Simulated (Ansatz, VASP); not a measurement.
# Sn in VASP and in Ansatz

INCAR

```
PREC = Accurate
ENCUT = 520
EDIFF = 1E-7
ISMEAR = -1
SIGMA = 0.1
LREAL = F
LASPH = T
NELM = 80
ALGO = Normal
ISIF = 2
LWAVE = F
LCHARG = F
GGA = PE
NBANDS = 21
```

Contents of KPOINTS:

```
regular mesh
0
Gamma
  5 5 5
```

The input POSCAR:

```
Sn
1.0
    0.0000000000      3.2333400000      3.2333400000
    3.2333400000      0.0000000000      3.2333400000
    3.2333400000      3.2333400000      0.0000000000
Sn
2
Direct
    0.0000000000      0.0000000000      0.0050000000
    0.2500000000      0.2500000000      0.2500000000
```

Input for Ansatz:

```yaml
crystal:
  lattice:
    - [0.0, 3.23334, 3.23334]
    - [3.23334, 0.0, 3.23334]
    - [3.23334, 3.23334, 0.0]
  atoms:
    - { symbol: Sn, position: [0.0, 0.0, 0.005] }
    - { symbol: Sn, position: [0.25, 0.25, 0.25] }
basis:
  ecutwfc: 462.593566181796
kpoints:
  mp_grid:
    grid: [5, 5, 5]
    shift: [0.0, 0.0, 0.0]
hamiltonian:
  xc: pbe
scf:
  occupations:
    method: fermi_dirac
    width: 0.1
output:
  forces: true
```

This isn't the form of Sn at room conditions, which is tetragonal (white tin).

Alike in both runs: task single point; functional PBE; k mesh 5 × 5 × 5; occupations fermi-dirac, width 0.1 eV; no spin polarisation.

|  | VASP | Ansatz |
| --- | --- | --- |
| version | VASP 6.6.1 | Ansatz 0.2.0 |
| potentials or method | VASP PAW PBE potentials, release 64 (Sn_d) | plane waves, PAW |
| plane-wave cutoff (eV) | 520 | 463 |
| valence electrons in the cell | 28 | 28 |

|  | VASP | Ansatz | Ansatz less VASP |
| --- | --- | --- | --- |
| rms of the force components (eV/Å) | 0.105 | 0.105 | +0.0001 |

Atom by atom the forces differ by 0.000 eV/Å (rms over components).
